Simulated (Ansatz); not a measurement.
# GaSb (F-43m) in Ansatz: further runs

One crystal, GaSb, is run at these levels: PBE, PBEsol, BLYP+D3(BJ); tasks: single point, relaxation of cell and atoms.

Program: Ansatz 0.2.0. These are calculated values, not measurements. Logs are shortened: lines on timing, memory, paths and dates and some standing lists are left out, and cuts for length are marked.

**Experimental background.**

From a printed reference work, data compilation, for a bulk crystal of GaSb at 4.2 K: band gap 0.811 eV (direct).

The runs below are set against these values where they give the same quantity.

### 1 The structure

The structure is cubic, space group F-43m (No. 216). Conventional cell: a = 6.118 Å, b = 6.118 Å, c = 6.118 Å, α = 90.00°, β = 90.00°, γ = 90.00°. Sb (site symmetry -43m) is surrounded by 4 Ga at 2.65 Å. Around Ga (site symmetry -43m) lie 4 Sb at 2.65 Å.

### 2 Single point, PBE

Contents of input.yaml:

```yaml
crystal:
  lattice:
    - [0.0, 3.059, 3.059]
    - [3.059, 0.0, 3.059]
    - [3.059, 3.059, 0.0]
  atoms:
    - { symbol: Sb, position: [0.75, 0.75, 0.75] }
    - { symbol: Ga, position: [0.0, 0.0, 0.0] }
kpoints:
  mp_grid: { grid: [8, 8, 8] }
scf:
  occupations: { method: gaussian, width: 0.029 }
hamiltonian:
  xc: pbe
  pseudopotentials: { kind: all_electron, lapw: { basis_error: 0.001 } }
output:
  forces: true
  stress: true
  eigenvalues: true
```

Potentials or basis: all-electron LAPW, scalar-relativistic.

On the command line:

```bash
$ ansatz run input.yaml --threads 1 --pin off --max-ram 3072MiB --backend cpu --events-out ev --progress --plain --runs-dir out
```

Output:

```text
Warning: RAYON_NUM_THREADS=1 ignored (pool sized by the plan → 1); use --threads N
LAPW: plane waves up to 8.544 Å⁻¹, error target 1.0e-3 eV per atom; small_component_spin mean_spin; Ga in spheres of 1.300 Å, 21 of its electrons in bands, Dirac shells []; Sb in spheres of 1.350 Å, 23 of its electrons in bands, Dirac shells [] (how accurate: hamiltonian.pseudopotentials.lapw.basis_error, Limitations)
Engine: ansatz 0.2.0, aarch64-unknown-linux-gnu
Pseudopotentials: kind: all_electron
Pseudopotential: Sb, LAPW, valence charge 23, lapw/all_electron/scalar/gaussian/Sb, Koelling and Harmon's equation, gaussian nucleus
Pseudopotential: Ga, LAPW, valence charge 21, lapw/all_electron/scalar/gaussian/Ga, Koelling and Harmon's equation, gaussian nucleus
Functional definition: PBE
  parameter kappa = 0.804
  parameter beta = 0.06672455060314922
  exchange = pbe_x(kappa = kappa, mu = beta*pi^2/3)
  correlation = pbe_c(beta = beta)
Crystal: 2 atoms, lattice volume = 57.249 Å³
Basis set: ecut = 278.1202369479842 eV, 609 PW (Γ), exchange–correlation at level 2
Bands: 27, of which v1, the nominal top of the filled ones, is band 22 counted from 1 (21 counted from 0)
Symmetry: 24 space group operations
Space group: F-43m (ITA 216), of the structure as read, at distance tolerance 3.9e-5 Å
k-points: 29 of 512 (time reversal used)
Non-local potential: Sb, projectors of the file, none
Non-local potential: Ga, projectors of the file, none
Initial density: superposition of atomic densities (chi_scale 0.1, normalization cell, long waves kept (reshape's long-wave potential 0.00 eV rms))
Initial wavefunctions: plane waves of lowest kinetic energy (no species holds an atomic orbital)
Functional: x = pbe(κ = 0.804, μ = 0.2195149727645171), c = pbe(β = 0.06672455060314922)
iter 1 solved again at ethr=6.79e-4 eV; its pass at ethr=1.00e-1 eV (dr2=2.99e-1 eV) is discarded
SCF iter   1: F=—  HF=-229268.400739 eV  |F-HF|=—  |Δ(HF+E_count)|=         —  Δρ=2.11e-2  dr2=3.00e-1  ethr=6.79e-4  ⟨swp⟩=2.7  Hψ=5038  notcnv=0
preconditioner: auto → none  [insulator: Δε(μ)=0.085 eV  Ē_g=15.096 eV  σ=0.029 eV  W_gap=0.96  n_scr=14 (ndim 8)  ℏωp=20.8 eV  f_vac=0.121  D(μ)=0.03/eV (n_scr^D=0)  ε∞_Penn≈2.9]
SCF iter   2: F=—  HF=-229268.351920 eV  |F-HF|=—  |Δ(HF+E_count)|=   4.88e-2  Δρ=9.70e-3  dr2=6.15e-2  ethr=6.79e-4  ⟨swp⟩=2.0  Hψ=2320  notcnv=0
iter 3 solved again at ethr=1.35e-5 eV; its pass at ethr=1.40e-4 eV (dr2=5.92e-3 eV) is discarded
SCF iter   3: F=—  HF=-229268.355769 eV  |F-HF|=—  |Δ(HF+E_count)|=   3.85e-3  Δρ=2.80e-3  dr2=5.93e-3  ethr=1.35e-5  ⟨swp⟩=2.0  Hψ=3916  notcnv=0
SCF iter   4: F=—  HF=-229268.343747 eV  |F-HF|=—  |Δ(HF+E_count)|=   1.20e-2  Δρ=4.49e-4  dr2=7.66e-5  ethr=1.35e-5  ⟨swp⟩=2.0  Hψ=2317  notcnv=0
SCF iter   5: F=—  HF=-229268.343891 eV  |F-HF|=—  |Δ(HF+E_count)|=         —  Δρ=1.09e-4  dr2=5.52e-6  ethr=1.74e-7  ⟨swp⟩=3.0  Hψ=2292  notcnv=0
the basis was enlarged: its passes take 123.1 KiB over the memory plan, 1 of 1 planned eigensolver slots
SCF iter   6: F=—  HF=-229268.343902 eV  |F-HF|=—  |Δ(HF+E_count)|=   1.11e-5  Δρ=1.99e-5  dr2=3.73e-7  ethr=1.26e-8  ⟨swp⟩=3.0  Hψ=2293  notcnv=0
SCF iter   7: F=-229268.343902 eV  HF=-229268.343902 eV  |F-HF|=5.72e-8  |Δ(HF+E_count)|=   2.53e-7  Δρ=6.94e-6  dr2=2.73e-8  ethr=8.48e-10  ⟨swp⟩=3.0  Hψ=2292  notcnv=0
SCF 1 converged in 7 iterations: F = -229268.343902 eV  dr2 = 2.73e-8
SCF converged after 7 iterations
Free energy (F): -229268.343902 eV
Harris-Foulkes:  -229268.343902 eV  (|F-HF|=5.72e-8)
Internal energy: -229268.343834 eV  (E = F + TS)
E sigma→0 (E₀):  -229268.343868 eV
Entropy (-TS):   -0.000068 eV (-0.034 meV/atom)
Fermi energy:    9.807633 eV
--- Per-component energies (eV) ---
  E_band       = -1771.268606
  E_kinetic    = 239813.625249
  E_xc         = -6703.719556
  E_electrostatic = -462378.249527  (all electrons and nuclei)
  E_smearing   = -0.000068  (= −TS)
  E_closure    = 0.000000  (closes the sum)
  E_atoms      = -229261.009040  (free atoms, spherical and without spin; not in F)
  Σ components = -229268.343902   (vs F -229268.343902, Δ=0.00e0)
  Basis errors (estimates in eV, not in F): energy 4.4e-4 per atom: plane waves 3.9e-4 (2.3e-4 summed), levels above the bands 0.0e0, relativity 3.7e-8, radial functions 4.3e-5, core shells 4.6e-8; eigenvalues (radial functions only) 9.2e-7; not estimated: angular momenta, meshes, grids; target (lapw.basis_error) 1.0e-3; muffin-tin radii Ga 1.300 Å, Sb 1.350 Å
--- Forces (eV/Å), atoms counted from 1 ---
  atom   1  Sb    -0.00000000     0.00000000    -0.00000000
  atom   2  Ga     0.00000000    -0.00000000    -0.00000000
  max |Σ_I F_I| component: 1.45e-17 eV/Å
--- Stress (GPa, compression-positive) ---
        2.311423      -0.000000      -0.000000
       -0.000000       2.311423       0.000000
       -0.000000       0.000000       2.311423
  P = ⅓ Tr σ = 2.3114 GPa (23.114 kbar)
--- Band table (eV; the first three rows and the last of 29) ---
  k-point 0: bands = ["-134.1830", "-134.0864", "-87.1524", "-87.1524", "-87.1524", "-84.8161", "-84.8161", "-84.8161", "-18.9835", "-18.9835", "-18.9835", "-18.9642", "-18.9642", "-5.2145", "-5.2145", "-5.2145", "-5.1655", "-5.1655", "-1.6955", "9.7808", "9.7808", "9.7808", "9.8193", "12.5690", "12.5690", "12.5690", "15.5965"]
  k-point 1: bands = ["-134.1830", "-134.0864", "-87.1524", "-87.1524", "-87.1524", "-84.8161", "-84.8161", "-84.8161", "-18.9835", "-18.9831", "-18.9831", "-18.9641", "-18.9641", "-5.2188", "-5.2126", "-5.2126", "-5.1657", "-5.1657", "-1.5355", "7.7758", "9.5285", "9.5285", "10.8168", "12.9152", "12.9152", "13.2152", "16.4248"]
  k-point 2: bands = ["-134.1830", "-134.0864", "-87.1524", "-87.1524", "-87.1524", "-84.8161", "-84.8161", "-84.8161", "-18.9833", "-18.9821", "-18.9821", "-18.9638", "-18.9638", "-5.2290", "-5.2083", "-5.2083", "-5.1661", "-5.1661", "-1.0799", "5.7606", "9.0811", "9.0811", "10.5944", "13.4337", "13.4337", "14.9907", "16.9926"]
  k-point 28: bands = ["-134.1830", "-134.0864", "-87.1524", "-87.1524", "-87.1524", "-84.8162", "-84.8161", "-84.8161", "-18.9829", "-18.9813", "-18.9776", "-18.9647", "-18.9623", "-5.2546", "-5.1959", "-5.1913", "-5.1713", "-5.1662", "0.7963", "3.1162", "6.4392", "6.6605", "13.4708", "14.1163", "14.2035", "14.5545", "19.7370"]
```

It took 13 s on 1 thread of Arm Neoverse V2, shared host; peak memory 0.3 GiB.

What came out:

```
Free energy            : -229268.3439 eV
Pressure               : 2.3 GPa
Band gap on the k mesh : 0.04 eV, direct
```

Levels at points of the mesh, in eV from the valence-band top:
```tsv
k point	band 18	band 19	band 20	band 21	band 22	band 23	band 24	band 25	band 26	band 27
(0.00, 0.00, 0.00)	-14.95	-11.48	0.00	0.00	0.00	0.04	2.79	2.79	2.79	5.82
(0.00, 0.00, -0.50)	-14.95	-9.85	-6.36	-1.15	-1.15	0.41	3.76	3.76	6.48	9.38
(0.00, -0.50, -0.50)	-14.94	-9.03	-6.80	-2.57	-2.57	0.92	1.26	8.72	8.72	10.09
```

Caveat: spin-orbit coupling is left out, which moves the levels of the heavy elements.

### 3 Single point, PBE

Edit input.yaml of step 2 so:

```diff
@@ -11,3 +11,3 @@
 scf:
-  occupations: { method: gaussian, width: 0.029 }
+  occupations: { method: gaussian, width: 0.024 }
 hamiltonian:
```

Potentials or basis: all-electron LAPW, scalar-relativistic.

On the command line:

```bash
$ ansatz run input.yaml --threads 1 --pin off --max-ram 3072MiB --backend cpu --events-out ev --progress --plain --runs-dir out
```

It took 13 s on 1 thread of Arm Neoverse V2, shared host; peak memory 0.3 GiB.

The run converged. Its results:

```
Free energy            : -229268.3439 eV
Pressure               : 2.3 GPa
Band gap on the k mesh : 0.04 eV, direct
```

Levels at points of the mesh, in eV from the valence-band top:
| k point | band 18 | band 19 | band 20 | band 21 | band 22 | band 23 | band 24 | band 25 | band 26 | band 27 |
| --- | --- | --- | --- | --- | --- | --- | --- | --- | --- | --- |
| (0.00, 0.00, 0.00) | -14.95 | -11.48 | 0.00 | 0.00 | 0.00 | 0.04 | 2.79 | 2.79 | 2.79 | 5.82 |
| (0.00, 0.00, -0.50) | -14.95 | -9.85 | -6.36 | -1.15 | -1.15 | 0.41 | 3.76 | 3.76 | 6.48 | 9.38 |
| (0.00, -0.50, -0.50) | -14.94 | -9.03 | -6.80 | -2.57 | -2.57 | 0.92 | 1.26 | 8.72 | 8.72 | 10.09 |

Caveat: spin-orbit coupling is left out, which moves the levels of the heavy elements.

### 4 Single point, PBEsol

Edit input.yaml of step 3 so:

```diff
@@ -11,5 +11,5 @@
 scf:
-  occupations: { method: gaussian, width: 0.024 }
+  occupations: { method: gaussian, width: 0.1 }
 hamiltonian:
-  xc: pbe
+  xc: pbesol
   pseudopotentials: { kind: all_electron, lapw: { basis_error: 0.001 } }
```

On the command line:

```bash
$ ansatz run input.yaml --threads 1 --pin off --max-ram 3072MiB --backend cpu --events-out ev --progress --plain --runs-dir out
```

Wall time 13 s (1 thread of Arm Neoverse V2, shared host); peak memory 0.3 GiB.

It converged, with:

```yaml
Free_energy: -229152.0998 eV
Pressure: -0.1 GPa
Band_gap_on_the_k_mesh: none (metal or under the smearing width)
```

Levels at points of the mesh, in eV from the Fermi level:
| k point | band 19 | band 20 | band 21 | band 22 | band 23 | band 24 | band 25 | band 26 |
| --- | --- | --- | --- | --- | --- | --- | --- | --- |
| (0.00, 0.00, 0.00) | -11.55 | -0.06 | -0.04 | -0.04 | -0.04 | 2.73 | 2.73 | 2.73 |
| (0.00, 0.00, -0.50) | -9.92 | -6.43 | -1.20 | -1.20 | 0.31 | 3.69 | 3.69 | 6.29 |
| (0.00, -0.50, -0.50) | -9.10 | -6.86 | -2.62 | -2.62 | 0.81 | 1.12 | 8.65 | 8.65 |

Caveat: this crystal is a semiconductor, whose small gap the functional closes, so the metal is an error of the method. Spin-orbit coupling is left out, which matters for the levels of Sb.

### 5 Relaxation of cell and atoms, BLYP+D3(BJ)

Edit input.yaml of step 4 so:

```diff
@@ -11,5 +11,6 @@
 scf:
-  occupations: { method: gaussian, width: 0.1 }
+  occupations: { method: fermi_dirac, width: 0.05 }
 hamiltonian:
-  xc: pbesol
+  xc: blyp
+  dispersion: d3bj
   pseudopotentials: { kind: all_electron, lapw: { basis_error: 0.001 } }
@@ -18,2 +19,5 @@
   stress: true
-  eigenvalues: true
+relax:
+  f_tol: 0.02
+  max_steps: 60
+  cell: {}
```

Potentials or basis: all-electron LAPW, scalar-relativistic.

On the command line:

```bash
$ ansatz run input.yaml --threads 1 --pin off --max-ram 3072MiB --backend cpu --events-out ev --progress --plain --runs-dir out
```

Output:

```text
Warning: RAYON_NUM_THREADS=1 ignored (pool sized by the plan → 1); use --threads N
The last accepted step is kept in <dir> (removed where the run ends without a failure and the disk answers)
LAPW: plane waves up to 8.878 Å⁻¹, error target 1.0e-3 eV per atom; small_component_spin mean_spin; Ga in spheres of 1.260 Å, 21 of its electrons in bands, Dirac shells []; Sb in spheres of 1.309 Å, 23 of its electrons in bands, Dirac shells [] (how accurate: hamiltonian.pseudopotentials.lapw.basis_error, Limitations)
[... 4 set-up lines as earlier in the session ...]
Functional definition: BLYP
  parameter beta = 0.0042
  parameter a = 0.04918
  parameter b = 0.132
  parameter c = 0.2533
  parameter d = 0.349
  exchange = b88_x(beta = beta)
  correlation = lyp_c(a = a, b = b, c = c, d = d)
Crystal: 2 atoms, lattice volume = 57.249 Å³
Basis set: ecut = 300.3002697764341 eV, 645 PW (Γ), exchange–correlation at level 2
Bands: 27, of which v1, the nominal top of the filled ones, is band 22 counted from 1 (21 counted from 0)
[... 2 set-up lines as earlier in the session ...]
k-points: 29 of 512 (time reversal used)
[... 4 set-up lines as earlier in the session ...]
[... 41 lines left out ...]
SCF converged after 2 iterations
Free energy (F): -229296.579542 eV
Harris-Foulkes:  -229296.579542 eV  (|F-HF|=2.62e-9)
Internal energy: -229296.579067 eV  (E = F + TS)
E sigma→0 (E₀):  -229296.579305 eV
Entropy (-TS):   -0.000475 eV (-0.238 meV/atom)
Fermi energy:    10.119440 eV
--- Per-component energies (eV) ---
  E_band       = -1756.728089
  E_kinetic    = 239857.479891
  E_xc         = -6730.822553
  E_electrostatic = -462421.690744  (all electrons and nuclei)
  E_disp       = -1.545662  (pairwise vdW)
  E_smearing   = -0.000475  (= −TS)
  E_closure    = 0.000000  (closes the sum)
  E_atoms      = -229289.060071  (free atoms, spherical and without spin; not in F)
  Σ components = -229296.579542   (vs F -229296.579542, Δ=0.00e0)
  Basis errors (estimates in eV, not in F): energy 4.5e-4 per atom: plane waves 4.2e-4 (2.5e-4 summed), levels above the bands 6.2e-55, relativity 6.9e-8, radial functions 3.4e-5, core shells 1.1e-7; eigenvalues (radial functions only) 3.3e-7; not estimated: angular momenta, meshes, grids; target (lapw.basis_error) 1.0e-3; muffin-tin radii Ga 1.263 Å, Sb 1.312 Å
--- Forces (eV/Å), atoms counted from 1 ---
  atom   1  Sb    -0.00000000     0.00000000     0.00000000
  atom   2  Ga    -0.00000000    -0.00000000    -0.00000000
  max |Σ_I F_I| component: 8.10e-18 eV/Å
--- Stress (GPa, compression-positive) ---
       -0.001515      -0.000000      -0.000000
       -0.000000      -0.001515       0.000000
       -0.000000       0.000000      -0.001515
  P = ⅓ Tr σ = -0.0015 GPa (-0.015 kbar)
--- Relaxed structure (3 steps of the walk, 3 accepted, 1 SCFs on fresh bases) ---
  F+E_penalty+E_count = -229296.57954218 eV   max|allowed force component| = 1.099e-17 eV/Å   (the final SCF, on the basis selected at the relaxed cell)
  cell:  # Å, volume = 57.6540 Å³
    - [-8.980593207978477e-34, 3.0661949607580734, 3.0661949607580734]
    - [3.0661949607580734, 3.413899262040045e-33, 3.0661949607580734]
    - [3.0661949607580734, 3.0661949607580734, 3.413899262040045e-33]
  atoms:
    - { symbol: Sb, position: [0.75, 0.75, 0.75] }
    - { symbol: Ga, position: [2.3740963818111153e-34, -2.41344604559804e-34, -2.6233109191283042e-34] }
```

Wall time 30 s (1 thread of Arm Neoverse V2, shared host); peak memory 0.33 GiB.

Results:

| Property | Result |
| --- | --- |
| Free energy | -229296.5795 eV |
| Relaxed volume | 28.83 Å³/atom |
| Relaxed cell | a = 4.336 Å, b = 4.336 Å, c = 4.336 Å, α = 60.00°, β = 60.00°, γ = 60.00° |
| Space group after relaxing (to 0.05 Å) | F-43m (No. 216) |
| Energy gained by relaxing | 0.2 meV/atom |
| Ionic steps | 4 |
| Pressure after relaxing | 0.0 GPa |

The path:
```
step  energy change (eV)  largest force (eV/Å)  volume (Å³)
   1              0.0000                0.0000        57.25
   2             -0.0004                0.0000        57.77
   3             -0.0004                0.0000        57.65
   4             -0.0004                0.0000        57.65
```

Final structure:
```
Sb Ga
1.0
     0.00000    3.06619    3.06619
     3.06619    0.00000    3.06619
     3.06619    3.06619    0.00000
Sb Ga
1 1
Direct
  0.75000 0.75000 0.75000
  0.00000 0.00000 0.00000
```

Spin-orbit coupling is left out, which matters for the levels of Sb. Zero-point motion and thermal expansion aren't in these numbers.

### 6 Single point, PBE

Contents of input.yaml:

```yaml
crystal:
  lattice:
    - [0.0, 3.059, 3.059]
    - [3.059, 0.0, 3.059]
    - [3.059, 3.059, 0.0]
  atoms:
    - { symbol: Sb, position: [0.75, 0.75, 0.75] }
    - { symbol: Ga, position: [0.0, 0.0, 0.0] }
kpoints:
  mp_grid: { grid: [8, 8, 8] }
scf:
  occupations: { method: gaussian, width: 0.014 }
hamiltonian:
  xc: pbe
  pseudopotentials: { kind: all_electron, lapw: { basis_error: 0.001 } }
output:
  forces: true
  stress: true
  eigenvalues: true
```

Potentials or basis: all-electron LAPW, scalar-relativistic.

On the command line:

```bash
$ ansatz run input.yaml --threads 1 --pin off --max-ram 3072MiB --backend cpu --events-out ev --progress --plain --runs-dir out
```

Wall time 14 s (1 thread of Arm Neoverse V2, shared host); peak memory 0.3 GiB.

It converged, with:

```
Free energy            : -229268.3439 eV
Pressure               : 2.3 GPa
Band gap on the k mesh : 0.04 eV, direct
```

Levels at points of the mesh, in eV from the valence-band top:
```tsv
k point	band 18	band 19	band 20	band 21	band 22	band 23	band 24	band 25	band 26	band 27
(0.00, 0.00, 0.00)	-14.95	-11.48	0.00	0.00	0.00	0.04	2.79	2.79	2.79	5.82
(0.00, 0.00, -0.50)	-14.95	-9.85	-6.36	-1.15	-1.15	0.41	3.76	3.76	6.48	9.38
(0.00, -0.50, -0.50)	-14.94	-9.03	-6.80	-2.57	-2.57	0.92	1.26	8.72	8.72	10.09
```

Caveat: spin-orbit coupling is left out, which moves the levels of the heavy elements.

### 7 Summary

| task | level | cell | cutoff (eV) | smearing | gap on the mesh (eV) | pressure (GPa) |
| --- | --- | --- | --- | --- | --- | --- |
| single point | PBE | as given | 278 | gaussian 0.029 eV | 0.04 | 2.3 |
| single point | PBE | as given | 278 | gaussian 0.024 eV | 0.04 | 2.3 |
| single point | PBEsol | as given | 278 | gaussian 0.1 eV | none | -0.1 |
| relaxation of cell and atoms | BLYP+D3(BJ) | relaxed | - | fermi-dirac 0.05 eV | - | 0.0 |
| single point | PBE | as given | 278 | gaussian 0.014 eV | 0.04 | 2.3 |

Alike in all rows: potentials or basis all-electron LAPW, scalar-relativistic; no spin polarisation; k mesh 8 × 8 × 8; basis error allowed 0.001 eV/atom.

On the cell as given the gap runs from zero (PBEsol) to 0.04 eV (PBE). The pressure there spans -0.1 GPa (PBEsol) to 2.3 GPa (PBE); a positive pressure means that this level wants a larger cell, a negative one a smaller.

Caveats: spin-orbit coupling is left out, which moves the levels of the heavy elements (some runs); this crystal is a semiconductor, whose small gap the functional closes, so the metal is an error of the method (some runs).

Compare energies only between runs with the same functional and basis.

### 8 Comparison with measurements

Step 2. Measured gap of GaSb: 0.811 eV (direct; 4.2 K; a printed reference work, data compilation). This calculation gives 0.04 eV (-0.77 eV). Spin-orbit coupling on Ga, Sb is left out. The value is that of PBE on a finite k mesh, which can miss the band edges, without temperature or zero-point motion. Semilocal functionals fall short of measured gaps as a rule.

Step 3. A measured gap of GaSb is 0.811 eV (direct; 4.2 K; a printed reference work, data compilation); the calculated 0.04 eV misses it by -0.77 eV. Spin-orbit coupling on Ga, Sb is left out. The value is that of PBE on a finite k mesh, which can miss the band edges, without temperature or zero-point motion. Semilocal functionals fall short of measured gaps as a rule.

Step 4. A measured gap of GaSb is 0.811 eV (direct; 4.2 K; a printed reference work, data compilation); the calculated 0.00 eV misses it by -0.81 eV. Spin-orbit coupling on Ga, Sb is left out. The value is that of PBEsol on a finite k mesh, which can miss the band edges, without temperature or zero-point motion. Semilocal functionals fall short of measured gaps as a rule.

Step 6. Measured gap of GaSb: 0.811 eV (direct; 4.2 K; a printed reference work, data compilation). This calculation gives 0.04 eV (-0.77 eV). Spin-orbit coupling on Ga, Sb is left out. The value is that of PBE on a finite k mesh, which can miss the band edges, without temperature or zero-point motion. Semilocal functionals fall short of measured gaps as a rule.
